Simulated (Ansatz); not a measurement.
The system is GaAs.

```xyz
2
Lattice="3.6064 0.0000 0.0000 -1.8032 3.1232 0.0000 0.0000 0.0000 3.5732" Properties=species:S:1:pos:R:3 pbc="T T T"
Ga    0.0000    2.0822    1.7866
As    0.0000    0.0000    0.0000
```

The cell was built by a generator and needn't be a form met in nature.

- Program: Ansatz 0.2.0
- Task: relaxation of cell and atoms
- Functional: B3LYP
- Potentials or basis: Ansatz PAW
- Cutoff: 420 eV (not typed: the program's choice for these potentials)
- k mesh: 5 × 5 × 4
- Occupations: fermi-dirac, width 0.05 eV
- Spin: no spin polarisation

At the start: volume 20.12 Å³/atom.

How do energy, volume and symmetry change on relaxing?

It ends after 12 steps and the volume is 21.98 Å³/atom (+9.2 %); space group P-6m2 (No. 187, to 0.05 Å).

Step by step:
```tsv
step	energy change (eV)	largest force (eV/Å)	volume (Å³)
1	0.0000	0.0000	40.25
2	-0.1152	0.0000	42.63
3	-0.2064	0.0000	42.18
4	-0.2290	0.0000	42.49
5	-0.3366	0.0000	42.94
6	-0.3929	0.0000	42.97
7	-0.4033	0.0000	44.11
8	-0.4048	0.0000	43.72
9	-0.4048	0.0000	43.76
10	-0.4105	0.0000	43.76
11	-0.4107	0.0000	43.95
12	-0.4107	0.0000	43.95
```

Final structure:
```xyz
2
Lattice="4.0506 0.0000 0.0000 -2.0253 3.5079 0.0000 0.0000 0.0000 3.0932" Properties=species:S:1:pos:R:3 pbc="T T T"
Ga    0.0000    2.3386    1.5466
As    0.0000    0.0000    0.0000
```

Caveat: the k mesh is coarse (spacing up to 0.44 Å⁻¹), so the values aren't converged, least of all with exact exchange; the plane-wave basis is chosen anew once the cell has moved, so the energies of steps on either side of that aren't comparable; the PAW data sets come from PBE, with cores solved anew for the run's functional, which leaves a small shift of forces and pressure.
